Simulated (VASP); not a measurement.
# GaSb (F-43m) in VASP: settings compared

Aim: see how the results for GaSb move with the level of theory and the settings. Levels: PBE+D3(BJ), PBE. Tasks: relaxation of the atoms, relaxation of cell and atoms.

Program: VASP 6.6.1. These are calculated values, not measurements. Logs are shortened: lines on timing, memory, paths and dates and some standing lists are left out, and cuts for length are marked.

## (1) The structure

Symmetry: F-43m, No. 216, cubic system. Conventional cell: a = 6.118 Å, b = 6.118 Å, c = 6.118 Å, α = 90.00°, β = 90.00°, γ = 90.00°. Ga (site symmetry -43m) has 4 Sb at 2.65 Å as nearest neighbours. Sb (site symmetry -43m) is surrounded by 4 Ga at 2.65 Å.

## (2) Relaxation of the atoms, PBE+D3(BJ) (a relaxed cell with its volume scaled by 1.06)

The input, INCAR:

```
SYSTEM = GaSb
PREC = Accurate
ENCUT = 600
EDIFF = 1E-7
ISMEAR = 0
SIGMA = 0.03
LREAL = .FALSE.
LASPH = .TRUE.
NELM = 80
ALGO = Normal
ISIF = 2
LWAVE = .FALSE.
LCHARG = .FALSE.
GGA = PE
IVDW = 12
IBRION = 2
NSW = 40
EDIFFG = -0.01
```

The input, KPOINTS:

```
Automatic mesh
0
G
  10 10 10
  0 0 0
```

The input, POSCAR:

```
GaSb                                    
1.0
    0.0000000000      3.1261953167      3.1261953167
    3.1261953167      0.0000000000      3.1261953167
    3.1261953167      3.1261953167      0.0000000000
  Ga              Sb            
     1     1
Direct
     0.0000000000000000    0.0000000000000000    0.0000000000000000
     0.2500000000000000    0.2500000000000000    0.2500000000000000
```

Potentials or basis: VASP PAW PBE potentials, release 64 (Ga_d, Sb).

The run is started by

```sh
$ cat potpaw_PBE.64/Ga_d/POTCAR potpaw_PBE.64/Sb/POTCAR > POTCAR
$ mpirun -np 1 vasp_std > vasp.out
```

OUTCAR:

```text
SYSTEM = GaSb
   PREC = Accurate
   ENCUT = 600
   EDIFF = 1E-7
   ISMEAR = 0
   LREAL = .FALSE.
   LASPH = .TRUE.
   NELM = 80
   ISIF = 2
   GGA = PE
   IVDW = 12
   IBRION = 2
   NSW = 40
   EDIFFG = -0.01
 IVDW          = 12

 ion  position               nearest neighbor table
   1  0.000  0.000  0.000-   2 2.71   2 2.71   2 2.71   2 2.71
   2  0.250  0.250  0.250-   1 2.71   1 2.71   1 2.71   1 2.71

  LATTYP: Found a face centered cubic cell.
 ALAT       =     6.2523906334

  Lattice vectors:

 A1 = (   0.0000000000,   3.1261953167,   3.1261953167)
 A2 = (   3.1261953167,   0.0000000000,   3.1261953167)
 A3 = (   3.1261953167,   3.1261953167,   0.0000000000)

Analysis of symmetry for initial positions (statically):
=====================================================================
 Subroutine PRICEL returns:
 Original cell was already a primitive cell.

 Routine SETGRP: Setting up the symmetry group for a
 face centered cubic supercell.

 Subroutine GETGRP returns: Found 24 space group operations
 (whereof 24 operations were pure point group operations)
 out of a pool of 48 trial point group operations.

The static configuration has the point symmetry T_d .

Analysis of symmetry for dynamics (positions and initial velocities):
=====================================================================
 Subroutine PRICEL returns:
 Original cell was already a primitive cell.

 Routine SETGRP: Setting up the symmetry group for a
 face centered cubic supercell.

 Subroutine GETGRP returns: Found 24 space group operations
 (whereof 24 operations were pure point group operations)
 out of a pool of 48 trial point group operations.

The dynamic configuration has the point symmetry T_d .

 Subroutine INISYM returns: Found 24 space group operations
 (whereof 24 operations are pure point group operations),
 and found     1 'primitive' translations

----------------------------------------------------------------------------------------

                                     Primitive cell

  volume of cell :      61.1052

  direct lattice vectors                    reciprocal lattice vectors
     0.000000000  3.126195317  3.126195317    -0.159938823  0.159938823  0.159938823
     3.126195317  0.000000000  3.126195317     0.159938823 -0.159938823  0.159938823
     3.126195317  3.126195317  0.000000000     0.159938823  0.159938823 -0.159938823

  length of vectors
     4.421107816  4.421107816  4.421107816     0.277022168  0.277022168  0.277022168

  position of ions in fractional coordinates (direct lattice)
     0.000000000  0.000000000  0.000000000
     0.250000000  0.250000000  0.250000000

  ion indices of the primitive-cell ions
   primitive index   ion index
                 1           1
                 2           2

----------------------------------------------------------------------------------------

 KPOINTS: Automatic mesh

Automatic generation of k-mesh.
 Grid dimensions read from file:
 generate k-points for:   10   10   10

 Generating k-lattice:

  Cartesian coordinates                     Fractional coordinates (reciprocal lattice)
    -0.015993882  0.015993882  0.015993882     0.100000000  0.000000000  0.000000000
     0.015993882 -0.015993882  0.015993882     0.000000000  0.100000000  0.000000000
     0.015993882  0.015993882 -0.015993882     0.000000000  0.000000000  0.100000000

  Length of vectors
     0.027702217  0.027702217  0.027702217

  Shift w.r.t. Gamma in fractional coordinates (k-lattice)
     0.000000000  0.000000000  0.000000000

 Subroutine IBZKPT returns following result:
 ===========================================

 Found     47 irreducible k-points:

 Following reciprocal coordinates:
            Coordinates               Weight
  0.000000  0.000000  0.000000      1.000000
  0.100000  0.000000  0.000000      8.000000
  0.200000  0.000000  0.000000      8.000000
  0.300000  0.000000  0.000000      8.000000
  0.400000  0.000000  0.000000      8.000000
  0.500000  0.000000  0.000000      4.000000
[... 16 lines left out ...]
  0.300000  0.300000  0.000000      6.000000
  0.400000  0.300000  0.000000     24.000000
 [... further k-points ...]
   k-points           NKPTS =     47   k-points in BZ     NKDIM =     47   number of bands    NBANDS=     13
   number of dos      NEDOS =    301   number of ions     NIONS =      2
   total plane-waves  NPLWV =  46656
   dimension x,y,z NGX =    36 NGY =   36 NGZ =   36
   dimension x,y,z NGXF=    72 NGYF=   72 NGZF=   72
   ions per type =               1   1
   NGX,Y,Z   is equivalent  to a cutoff of  13.54, 13.54, 13.54 a.u.
   NGXF,Y,Z  is equivalent  to a cutoff of  27.07, 27.07, 27.07 a.u.
 SYSTEM =  GaSb
   PREC   = accura    normal or accurate (medium, high low for compatibility)
   ISTART =      0    job   : 0-new  1-cont  2-samecut
   ICHARG =      2    charge: 1-file 2-atom 10-const
   ISPIN  =      1    spin polarized calculation?
   LNONCOLLINEAR =      F non collinear calculations
   LSORBIT =      F    spin-orbit coupling
   LASPH  =      T    aspherical Exc in radial PAW
   ENCUT  =  600.0 eV  44.10 Ry    6.64 a.u.   8.83  8.83  8.83*2*pi/ulx,y,z
   NELM   =     80;   NELMIN=  2; NELMDL= -5     # of ELM steps
   EDIFF  = 0.1E-06   stopping-criterion for ELM
   LREAL  =      F    real-space projection
   EDIFFG = -.1E-01   stopping-criterion for IOM
   NSW    =     40    number of steps for IOM
   IBRION =      2    ionic relax: 0-MD 1-quasi-New 2-CG
   NFREE  =      1    steps in history (QN), initial steepest desc. (CG)
   ISIF   =      2    stress and relaxation
   ISYM   =      2    0-nonsym 1-usesym 2-fastsym
   POTIM  = 0.5000    time-step for ionic-motion
   TEBEG  =    0.0;   TEEND  =   0.0 temperature during run
   PSTRESS=    0.0 pullay stress
   NELECT =      18.0000    total number of electrons
   NUPDOWN=      -1.0000    fix difference up-down
   EMIN   =  10.00;   EMAX   =-10.00  energy-range for DOS
   EFERMI =   0.00;   METHOD = LEGACY
   ISMEAR =     0;   SIGMA  =   0.03  broadening in eV -4-tet -1-fermi 0-gaus
   EFERMI_NEDOS =   21; number of points for ismear=-14 and -15
   IALGO  =     38    algorithm
   IMIX   =      4    mixing-type and parameters
     AMIX     =   0.40;   BMIX     =  1.00
     AMIX_MAG =   1.60;   BMIX_MAG =  1.00
  volume/ion in A,a.u.               =      30.55       206.18
  Fermi-wavevector in a.u.,A,eV,Ry     =   1.089280  2.058441 16.143735  1.186531
  Thomas-Fermi vector in A             =   2.225480
   LORBIT       =      0    0 simple, 1 ext, 2 COOP (PROOUT), +10 PAW based schemes
   GGA     = PE    functional components
   LHFCALC =     F    Hartree Fock is set to
   AEXX    =    0.0000 exact exchange contribution
   IVDW    =    12    specifies the selected vdW correction
   LEPSILON=     F    determine dielectric tensor
   LRPA    =     F    only Hartree local field effects (RPA)
 conjugate gradient relaxation of ions
 non-spin polarized calculation
 Gauss-broadening in eV      SIGMA  =   0.03
  energy-cutoff  :      600.00
  volume of cell :       61.11
 maximum number of plane-waves:      2085
   NGX = 17   NGY = 17   NGZ = 17

 number of electron      17.9999995 magnetization

 Free energy of the ion-electron system (eV)
  ---------------------------------------------------
  ext. energy  EPLUGINS =         0.00000000
  ---------------------------------------------------
  free energy    TOTEN  =        -7.36906757 eV

  energy without entropy =       -7.36902129  energy(sigma->0) =       -7.36904443

 E-fermi :   4.2357     XC(G=0):  -8.8073

 val. band max:        4.2265336607   @ k =   0.0000   0.0000   0.0000
 cond. band min:       4.5016772039   @ k =   0.5000   0.0000   0.0000
 fundamental gap:      0.2751435433
 Fermi energy:         4.2356703982

 k-point     1 :       0.0000    0.0000    0.0000
  band No.  band energies     occupation
      1     -10.6924      2.00000
      2     -10.6924      2.00000
      3     -10.6924      2.00000
      4     -10.6519      2.00000
      5     -10.6519      2.00000
      6      -6.8156      2.00000
      7       3.8115      2.00000
      8       4.2265      1.33336
      9       4.2265      1.33332
     10       4.2265      1.33332
     11       7.0177      0.00000
     12       7.0177      0.00000
     13       7.0177      0.00000

 k-point     2 :       0.1000    0.0000    0.0000
  band No.  band energies     occupation
      1     -10.6944      2.00000
      2     -10.6914      2.00000
      3     -10.6914      2.00000
      4     -10.6520      2.00000
      5     -10.6520      2.00000
      6      -6.7209      2.00000
      7       2.5348      2.00000
      8       4.0736      2.00000
      9       4.0736      2.00000
     10       4.9580      0.00000
     11       7.2320      0.00000
     12       7.2320      0.00000
     13       7.3325      0.00000

 k-point     3 :       0.2000    0.0000    0.0000
  band No.  band energies     occupation
      1     -10.6996      2.00000
      2     -10.6891      2.00000
      3     -10.6891      2.00000
      4     -10.6521      2.00000
      5     -10.6521      2.00000
      6      -6.4464      2.00000
      7       1.0145      2.00000
      8       3.7534      2.00000
      9       3.7534      2.00000
     10       4.9944      0.00000
     11       7.6555      0.00000
     12       7.6555      0.00000
     13       8.4347      0.00000
[... 305 lines left out ...]
 k-point    23 :       0.3000    0.3000    0.0000
  band No.  band energies     occupation
      1     -10.7161      2.00000
      2     -10.6799      2.00000
      3     -10.6799      2.00000
      4     -10.6573      2.00000
      5     -10.6496      2.00000
      6      -5.7339      2.00000
      7      -0.4999      2.00000
      8       2.4206      2.00000
      9       2.4206      2.00000
     10       5.3515      0.00000
     11       6.5800      0.00000
     12      10.2571      0.00000
     13      10.2571      0.00000

 k-point    24 :       0.4000    0.3000    0.0000
  band No.  band energies     occupation
      1     -10.7201      2.00000
      2     -10.6779      2.00000
      3     -10.6775      2.00000
      4     -10.6581      2.00000
      5     -10.6494      2.00000
      6      -5.3502      2.00000
      7      -1.2098      2.00000
      8       1.9508      2.00000
      9       2.2359      2.00000
     10       5.5188      0.00000
     11       6.5239      0.00000
     12      10.1807      0.00000
     13      10.6822      0.00000

 [... further k-points ...]

------------------------ aborting loop because EDIFF is reached ----------------------------------------

 Edisp (eV)   -0.61850

 E8    (eV) :    -0.2894

  FORCE on cell =-STRESS in cart. coord.  units (eV):
  Direction    XX          YY          ZZ          XY          YZ          ZX
  --------------------------------------------------------------------------------------
  -------------------------------------------------------------------------------------
  Total      -0.97799    -0.97799    -0.97799     0.00000     0.00000     0.00000
  in kB     -25.64282   -25.64282   -25.64282     0.00000     0.00000     0.00000
  external pressure =      -25.64 kB  Pullay stress =        0.00 kB

 VOLUME and BASIS-vectors are now :
 -----------------------------------------------------------------------------
  energy-cutoff  :      600.00
  volume of cell :       61.11
      direct lattice vectors                 reciprocal lattice vectors
     0.000000000  3.126195317  3.126195317    -0.159938823  0.159938823  0.159938823
     3.126195317  0.000000000  3.126195317     0.159938823 -0.159938823  0.159938823
     3.126195317  3.126195317  0.000000000     0.159938823  0.159938823 -0.159938823

 POSITION                                       TOTAL-FORCE (eV/Angst)
 -----------------------------------------------------------------------------------
      0.00000      0.00000      0.00000        -0.000000     -0.000000     -0.000000
      1.56310      1.56310      1.56310         0.000000      0.000000      0.000000
 -----------------------------------------------------------------------------------
    total drift:                                0.000001      0.000001      0.000001

  FREE ENERGIE OF THE ION-ELECTRON SYSTEM (eV)
  ---------------------------------------------------
  free  energy   TOTEN  =        -7.9875653286 eV

  energy  without entropy=       -7.9875190499  energy(sigma->0) =       -7.98754219

 reached required accuracy - stopping structural energy minimisation
```

It took 18 s on 1 thread of Intel Xeon 6975P-C (Granite Rapids), shared host; peak memory 0.24 GiB.

What came out:

| Property | Result |
| --- | --- |
| Free energy | -7.9876 eV |
| Pressure after relaxing | -2.6 GPa |
| Band gap on the k mesh | none (metal or under the smearing width) |
| Dispersion energy per atom | -0.309 eV |

Final structure:
```cif
data_structure
_symmetry_space_group_name_H-M 'P 1'
_symmetry_Int_Tables_number 1
_cell_length_a 4.4211
_cell_length_b 4.4211
_cell_length_c 4.4211
_cell_angle_alpha 60.000
_cell_angle_beta 60.000
_cell_angle_gamma 60.000
_cell_volume 61.11
loop_
_atom_site_label
_atom_site_type_symbol
_atom_site_fract_x
_atom_site_fract_y
_atom_site_fract_z
_atom_site_occupancy
Ga1 Ga 0.00000 0.00000 0.00000 1
Sb1 Sb 0.25000 0.25000 0.25000 1
```

Caveat: the relaxation stopped at its first step, so nothing moved; pairwise dispersion overbinds metals, which lowers pressure and volume. The run has no spin-orbit coupling, so splittings on Sb are missing.

(Part 1 of 2 ends here.)
